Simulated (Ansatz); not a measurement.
Phases of SnSe at 4.1 GPa

Structure types of SnSe are relaxed in primitive cells with their symmetry kept at 4.1 GPa, on PAW files; LAPW relaxes the small cells further and takes the PAW cell for the others (marked *). The enthalpy is E + pV at zero temperature, without zero-point motion. Only the types listed were tried, and differences under about 5 meV/atom are mesh noise. The real phase may be another.

Computed with Ansatz 0.2.0; functional PBE, scalar-relativistic. Settings: Fermi–Dirac smearing of 0.05 eV, no spin polarisation. Methods: LAPW: all electrons, basis error target 0.5 meV/atom; PAW: frozen-core files, cutoff 420 eV.

k meshes: rocksalt 13×13×13, CsCl 13×13×13, zincblende 11×11×11, wurtzite 9×9×5, NiAs 10×10×6.

Spin–orbit coupling is left out, which matters for the heavy atoms.

Which type is lowest in enthalpy, and by how much?

rocksalt, 65 meV/atom below NiAs. The whole table:

```
start type               ends as          a, b, c (Å)  V (Å³/atom)  H − H(lowest), LAPW (meV/atom)  same, PAW
  rocksalt       rocksalt, Fm-3m  5.918, 5.918, 5.918        25.90                             0.0        0.0
      CsCl           CsCl, Pm-3m  3.589, 3.589, 3.589        23.11                           177.5      177.7
zincblende     zincblende, F-43m  6.529, 6.529, 6.529        34.80                           484.6      484.4
 wurtzite*  flat h-MgO, P6_3/mmc  4.953, 4.953, 5.917        31.43                           249.5      249.4
     NiAs*        NiAs, P6_3/mmc  3.980, 3.980, 7.549        25.89                            65.2       65.3
```

Split the lead of rocksalt over NiAs into energy and pV.

For NiAs less rocksalt: ΔE = +65.5 meV/atom, and p·ΔV = 4.1 GPa × -0.0102 Å³ × 6.242 meV/(GPa·Å³) = -0.3 meV/atom, together 65.2 meV/atom. rocksalt wins by its internal energy, though it is the less dense.
